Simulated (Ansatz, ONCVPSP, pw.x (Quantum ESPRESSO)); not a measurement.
**What a changed setting does to a pw.x run (fcc Ba)**

Potential: optimised norm-conserving Vanderbilt (ONCV), ONCVPSP 4.0.1.1 (patched build), PBE; core [Kr] 4d10, reference 5s2 5p6; waves: 5s: rc 1.60 bohr, ncon 4, nbas 7, qcut 2.5 1/bohr, 3 projectors, debl 3.6 Ha; 5p: rc 1.95 bohr, ncon 5, nbas 8, qcut 3.2 1/bohr, 2 projectors, debl 1.8 Ha; d scattering state at 0.4 Ha: rc 1.95 bohr, ncon 3, nbas 7, qcut 2.8 1/bohr, 2 projectors, debl 3 Ha; local part: polynomial inside 1.05 bohr (lpopt 5, dvloc0 0 Ha); core correction: Teter function fitted to the true core (icmod 2), fcfact 0.45. In the d channel the program set the typed energies aside and used 0.050, 3.050 Ha.

The reference run (k-mesh 9³, cutoffs 120/480 Ry, Fermi–Dirac 0.01 Ry, mixing_beta 0.4, conv_thr 1e-9, no spin) gives -0.04 GPa at 64.378 Å³/atom, where all-electron LAPW gives 0.00 GPa. This run, with its own iteration cap, changes mixing_beta to 0.2.

```
&control
  calculation='scf', prefix='x', pseudo_dir='./', outdir='./tmp', tstress=.true., disk_io='none'
/
&system
  ibrav=0, nat=1, ntyp=1, ecutwfc=120, ecutrho=480, nbnd=12,
  occupations='smearing', smearing='fd', degauss=0.01
/
&electrons
  conv_thr=1e-09, mixing_beta=0.2, electron_maxstep=60
/
ATOMIC_SPECIES
Ba 1.0 Ba.UPF
CELL_PARAMETERS angstrom
  0.00000000 3.18104023 3.18104023
  3.18104023 0.00000000 3.18104023
  3.18104023 3.18104023 0.00000000
ATOMIC_POSITIONS crystal
Ba 0.0000 0.0000 0.0000
K_POINTS automatic
9 9 9 0 0 0
```

```bash
pw.x < Ba.scf.in > Ba.scf.out
```

Task: How does the run end?

Result: It converges in 11 iterations; the free energy moves by +0.0 meV/atom and the pressure by +0.00 GPa. The result is that of the reference run.

```
Message from routine setup:
     using ibrav=0 with symmetry is DISCOURAGED, use correct ibrav instead
     lattice parameter (alat)  =       8.5013  a.u.
     unit-cell volume          =     434.4443 (a.u.)^3
     number of electrons       =        10.00
     number of Kohn-Sham states=           12
     kinetic-energy cutoff     =     120.0000  Ry
     charge density cutoff     =     480.0000  Ry
     scf convergence threshold =      1.0E-09
     Exchange-correlation= PBE
     number of k points=    35  Fermi-Dirac smearing, width (Ry)=  0.0100
     iteration #  1     ecut=   120.00 Ry     beta= 0.20
     total energy              =     -67.12735294 Ry
     estimated scf accuracy    <       1.87124040 Ry
     iteration #  2     ecut=   120.00 Ry     beta= 0.20
     total energy              =     -66.63695832 Ry
     estimated scf accuracy    <       0.84329907 Ry
     iteration #  3     ecut=   120.00 Ry     beta= 0.20
     total energy              =     -66.79363588 Ry
     estimated scf accuracy    <       0.00748550 Ry
     iteration #  4     ecut=   120.00 Ry     beta= 0.20
     total energy              =     -66.79580019 Ry
     estimated scf accuracy    <       0.00434951 Ry
     iteration #  5     ecut=   120.00 Ry     beta= 0.20
     total energy              =     -66.79585380 Ry
     estimated scf accuracy    <       0.00051317 Ry
     iteration #  6     ecut=   120.00 Ry     beta= 0.20
     total energy              =     -66.79593216 Ry
     estimated scf accuracy    <       0.00003509 Ry
     iteration #  7     ecut=   120.00 Ry     beta= 0.20
     total energy              =     -66.79594812 Ry
     estimated scf accuracy    <       0.00002482 Ry
     iteration #  8     ecut=   120.00 Ry     beta= 0.20
     total energy              =     -66.79595104 Ry
     estimated scf accuracy    <       0.00000028 Ry
     iteration #  9     ecut=   120.00 Ry     beta= 0.20
     total energy              =     -66.79595141 Ry
     estimated scf accuracy    <       0.00000005 Ry
     iteration # 10     ecut=   120.00 Ry     beta= 0.20
     total energy              =     -66.79595141 Ry
     estimated scf accuracy    <          9.1E-09 Ry
     iteration # 11     ecut=   120.00 Ry     beta= 0.20
     the Fermi energy is     5.7311 ev
!    total energy              =     -66.79595142 Ry
     estimated scf accuracy    <          5.4E-10 Ry
     smearing contrib. (-TS)   =      -0.00784855 Ry
     The total energy is F=E-TS. E is the sum of the following terms:
     one-electron contribution =     -13.22340740 Ry
     hartree contribution      =       8.75608284 Ry
     xc contribution           =     -24.18538313 Ry
     ewald contribution        =     -38.13539517 Ry
     convergence has been achieved in  11 iterations
          total   stress  (Ry/bohr**3)                   (kbar)     P=       -0.37
     Message from routine punch:
     Nothing written, as per user request (disk_io='none')
```

The run took about 2.2 min on one core of a shared host (Neoverse-N1, 64 threads, 124 GiB, load 54).
